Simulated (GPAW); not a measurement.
Something may be wrong with this GPAW 26.7.0 calculation of Sc.

The input run.py:

```python
from ase.dft.bandgap import bandgap
from ase.io import read, write
from ase.units import Bohr
from gpaw import GPAW, PW
from gpaw.elf import elf_from_dft_calculation

atoms = read('POSCAR')
atoms.pbc = (True, True, False)

calc = GPAW(mode=PW(450),
            xc='PBE',
            kpts={'size': (4, 4, 1), 'gamma': True},
            occupations={'name': 'fermi-dirac', 'width': 0.05},
            nbands=51,
            convergence={'density': 1e-05, 'energy': 1e-05},
            maxiter=75,
            encut=400,
            poissonsolver={'dipolelayer': 'xy'},
            txt='gpaw.txt')
atoms.calc = calc
energy = atoms.get_potential_energy()
forces = atoms.get_forces()
calc.write('gs.gpw')
write('result.traj', atoms)
print(f'Energy: {energy:.6f} eV')
print('Forces (eV/A):')
print(forces.round(4))
print('Fermi level:', round(calc.get_fermi_level(), 4), 'eV')
print(f'Gap: {bandgap(calc)[0]:.4f} eV, direct: {bandgap(calc, direct=True)[0]:.4f} eV')

# fields on the real-space grid
write('density.cube', atoms, data=calc.get_pseudo_density() * Bohr**3)
write('potential.cube', atoms, data=calc.get_electrostatic_potential())
write('elf.cube', atoms, data=elf_from_dft_calculation(calc).data)
```

File POSCAR:

```
Sc
1.0
    3.2109718934      0.0000000000      0.0000000000
    0.0000000000      3.2109718934      0.0000000000
    0.0000000000      0.0000000000     24.0820000000
Sc
5
Direct
    0.5000000000      0.5000000000      0.3114359272
    0.0000000000      0.0000000000      0.4057179636
    0.5000000000      0.5000000000      0.5000000000
    0.0000000000      0.0000000000      0.5942820364
    0.5000000000      0.5000000000      0.6885640728
```

Potentials or basis: GPAW PAW data sets (gpaw-data 1.2.1), pw.

Command:

```sh
$ OMP_NUM_THREADS=1 python run.py
```

gpaw.txt:

```text
Traceback (most recent call last):
  File "run.py", line 10, in <module>
  File "__init__.py", line 240, in GPAW
TypeError: GPAW() got an unexpected keyword argument 'encut'
```

Task: How did it end, and where is the flaw?

Result: The program refused the input. The input holds a flaw that was put in on purpose: keyword that the code doesn't know (encut = 400).
